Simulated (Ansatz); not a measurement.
# Binding across the interface in twisted h-AlN/h-SiC alternating trilayer, 38.21° (42 atoms), part 4 of 4

Aim: the interaction energy between the two parts of twisted h-AlN/h-SiC alternating trilayer, 38.21° (42 atoms) and its distance dependence.

Ansatz 0.2.0; Kohn-Sham DFT, PBE+D3(BJ), PAW (set soft_2), plane waves.

So far. Step 11 (Upper part moved by +3 Å): Upper part moved by +3 Å: the energy stands 6.12 eV above that of the reference.

## (14) Upper part, LDA

Level of this step: Kohn-Sham DFT, LDA, PAW (set soft_2), plane waves (Ansatz).

A part alone at that level.

Input file input.yaml:

```yaml
crystal:
  lattice:
    - [8.2415, 0.0, 0.0]
    - [-4.12075, 7.13735, 0.0]
    - [0.0, 0.0, 20.35]
  atoms:
    [... the 14 atom lines of step 6 ...]
kpoints:
  mp_grid: { grid: [3, 3, 1] }
hamiltonian:
  xc: lda
scf:
  occupations: { method: gaussian, width: 0.05 }
output:
  forces: true
```

Command:

```console
ansatz run input.yaml --threads 4 --pin off --max-ram 8192MiB --backend cpu --events-out ev --progress --plain --runs-dir out
```

Numbers of over 12 decimals in the logs are rounded to 6 here.

What it wrote:

```text
[...]
Crystal: 14 atoms, lattice volume = 1197.037 Å³
Basis set: ecut = 420 eV, 23439 PW (Γ)
Bands: 42, of which v1, the nominal top of the filled ones, is band 28 counted from 1 (27 counted from 0)
Symmetry: 1 space group operations
[...]
k-points: 5 of 9 (time reversal used)
[...]
SCF iter   1: F=—  HF=-6217.590884 eV  |F-HF|=—  |Δ(HF+E_count)|=         —  Δρ=3.59e-3  dr2=2.11e-1  ethr=1.77e-3  ⟨swp⟩=8.6  Hψ=1294  notcnv=0  defer=14
[...]
SCF iter   8: F=-6217.548508 eV  HF=-6217.548508 eV  |F-HF|=1.14e-7  |Δ(HF+E_count)|=   8.24e-7  Δρ=1.90e-6  dr2=4.62e-8  ethr=1.79e-10  ⟨swp⟩=4.0  Hψ=844  notcnv=0
SCF 1 converged in 8 iterations: F = -6217.548508 eV  dr2 = 4.62e-8
[...]
SCF converged after 8 iterations
Free energy (F): -6217.548508 eV
[...]
Internal energy: -6217.548508 eV  (E = F + TS)
E sigma→0 (E₀):  -6217.548508 eV
Fermi energy:    -2.841847 eV
[...]
--- Forces (eV/Å), atoms counted from 1 ---
  atom   1  Al    -1.64105201    -2.39185425     1.11270371
  atom   2  N      1.60338485     1.23009715    -0.18151925
  atom   3  Al    -0.28590930     0.03540122    -0.23066162
  atom   4  N      0.13721528     0.10196837    -1.02602298
  atom   5  Al    -1.60256812     0.60156989     2.56122407
  atom   6  N     -0.32223421    -0.03337698    -1.08608104
  atom   7  Al     0.23991105     0.06548011     0.04233162
  atom   8  N     -0.22942667     0.08676211    -0.58995831
  atom   9  Al     0.94966866     1.41139983     0.18438873
  atom  10  N     -0.21310524    -0.60762745    -0.26756752
  atom  11  Al     0.94208518    -1.59296775     0.01421964
  atom  12  N      0.15778277    -0.18264690     1.02842518
  atom  13  Al     0.17009726     1.39442053    -0.72223232
  atom  14  N      0.09418437    -0.11858264    -0.83941639
  max |Σ_I F_I| component: 1.66e-4 eV/Å
```

Run time: 4.9 s. Hardware: 4 threads of Arm Neoverse V2, shared host; peak memory 1.2 GiB.

At this level the whole less its parts is -6.364 eV.

## (15) Whole cell, PBE+D4

The three cells are solved again with another functional, at the same geometry, to see how much of the binding hangs on it.

This step: Kohn-Sham DFT, PBE+D4, PAW (set soft_2), plane waves.

input.yaml, the sections that differ from step 14:

```yaml
crystal:
  lattice:
    - [8.2415, 0.0, 0.0]
    - [-4.12075, 7.13735, 0.0]
    - [0.0, 0.0, 20.35]
  atoms:
    [... the 42 atom lines of step 4 ...]
hamiltonian:
  xc: pbe
  dispersion: d4
# kpoints, scf, output: as in step 14
```

What it wrote:

```text
[...]
Crystal: 42 atoms, lattice volume = 1197.037 Å³
Basis set: ecut = 420 eV, 23439 PW (Γ), exchange–correlation on 120×120×288 points (8 copies of the dense FFT grid, shifted against one another)
Bands: 126, of which v1, the nominal top of the filled ones, is band 84 counted from 1 (83 counted from 0)
Symmetry: 1 space group operations
[...]
k-points: 5 of 9 (time reversal used)
[...]
SCF iter   1: F=—  HF=-19139.537739 eV  |F-HF|=—  |Δ(HF+E_count)|=         —  Δρ=2.46e-3  dr2=1.37e-1  ethr=1.77e-3  ⟨swp⟩=9.0  Hψ=3624  notcnv=0  defer=126
[...]
SCF iter   9: F=-19139.527072 eV  HF=-19139.527072 eV  |F-HF|=5.35e-10  |Δ(HF+E_count)|=   5.49e-8  Δρ=1.10e-6  dr2=1.37e-8  ethr=5.95e-11  ⟨swp⟩=5.0  Hψ=1838  notcnv=0
WARN: dispersion: an atom stands within reach of a switch of its C6 between two reference coordination numbers of its element: through that C6 alone, e_disp changes by 0.025 eV or more while the distances to its neighbours run over a stretch of 0.05 Å that contains this geometry (sites counted from 0 in the run's list of atoms or, [...]
SCF 1 converged in 9 iterations: F = -19139.527072 eV  dr2 = 1.37e-8
[...]
SCF converged after 9 iterations
Free energy (F): -19139.527072 eV
[...]
Internal energy: -19139.527072 eV  (E = F + TS)
E sigma→0 (E₀):  -19139.527072 eV
Fermi energy:    0.990494 eV
[...]
Σ components = -19139.527072   (vs F -19139.527072, Δ=0.00e0)
--- Forces (eV/Å), atoms counted from 1 ---
  atom   1  Al    -0.01679428    -0.01111211    -0.00603149
  atom   2  N     -0.00059101    -0.00243731     0.00517363
  atom   3  Al    -0.01481580     0.03902223    -0.16430854
  atom   4  N      0.00225859     0.00142069     0.02754201
[...]
atom  42  N      0.00600692     0.00293511    -0.03828258
  max |Σ_I F_I| component: 1.94e-5 eV/Å
```

The job ended after 20 s (4 threads; peak memory 2.9 GiB).

The program notes that the dispersion model switches parameters near this geometry.

## (16) Lower part, PBE+D4

A part alone at that level.

Input and log are left out; they have the form of those shown for this kind of step.

Run time: 13 s. Hardware: 4 threads of Arm Neoverse V2, shared host; peak memory 2.1 GiB.

## (17) Upper part, PBE+D4

A part alone at that level.

Input and log are left out; they have the form of those shown for this kind of step.

The job ended after 5.5 s (4 threads of Arm Neoverse V2, shared host; peak memory 1.4 GiB).

At this level the whole less its parts is -6.485 eV.

## (18) Interaction energy

Whole cell less its two parts, each frozen at the geometry of the whole and solved in the same cell with the same functional, so that energy zeros cancel. The upper part is 'layer 3' and the lower part 'layer 1 and layer 2', so the cut is under the top layer, which needn't be the twisted interface. The nearest atoms of the two parts stand 1.90 Å apart. The face is 58.82 Å².

```
functional  interaction energy (eV)  of it, the added dispersion term (eV)  per area (meV/Å²)  per area (J/m²)  per atom of the upper part (meV)
PBE+D3(BJ)                   -6.495                                 -1.840             -110.4            -1.77                            -464.0
       LDA                   -6.364                                      -             -108.2            -1.73                            -454.6
    PBE+D4                   -6.485                                 -1.830             -110.3            -1.77                            -463.2
```

## (19) Energy against separation

The upper part is moved rigidly along the normal from its place in the reference.

```
shift (Å)  energy change (eV)  per area (meV/Å²)  share of the binding lost (%)  gap (eV)
     -0.3               2.393              40.67                              -                1.61
     +0.0               0.000               0.00                              -                1.88
     +0.3               0.848              14.42                             13                2.04
     +0.8               3.034              51.57                             47                1.95
     +1.6               5.092              86.56                             78                1.70
     +3.0               6.120             104.04                             94                1.51
```

## (20) Levels of whole and parts

| cell | gap (eV) | vacuum level at the upper face, over the highest filled level, or over E_F where no gap is given (eV) | moment (μB) |
| --- | --- | --- | --- |
| whole | 1.88 | 4.92 | no spin |
| lower part | 1.49 | - | no spin |
| upper part | 2.18 | - | no spin |

A dash marks a cell without a clear gap, or without a flat potential in the vacuum.

## (21) What came out

The parts bind with 110.4 meV/Å² (6.50 eV for the cell) at the level PBE+D3(BJ), far more than van der Waals binding between intact sheets, and bonds of chemical length cross the interface. The added dispersion term contributes -1.840 eV, the functional itself -4.656 eV. At this one geometry the functionals range from -110.4 (PBE+D3(BJ)) to -108.2 meV/Å² (LDA). The curvature over ±0.3 Å is 9.8×10²⁰ N/m³, and the energy rises faster on the near side. At +3.0 Å, 94 % of the binding is lost; the shift also narrows the vacuum to the periodic image. On the run's k-points the gap of the whole, 1.88 eV, lies 0.39 eV over the smaller of the parts'.

Caveats: The parts are frozen, so the energy of their deformation isn't counted. No correction is made for dipoles across the vacuum, and the parts also feel their periodic images through it.

The DFT runs together took 11 min of wall time.

[Logs are printed without paths, hosts, clocks, repeated set-up lines and the standing remarks that a program may print on its own settings, such as how far it seeks lower states.]

[Hosts, paths, dates, database ids (printed as entryN), source tags and the programs' standing remarks are cut or masked in the printed files.]
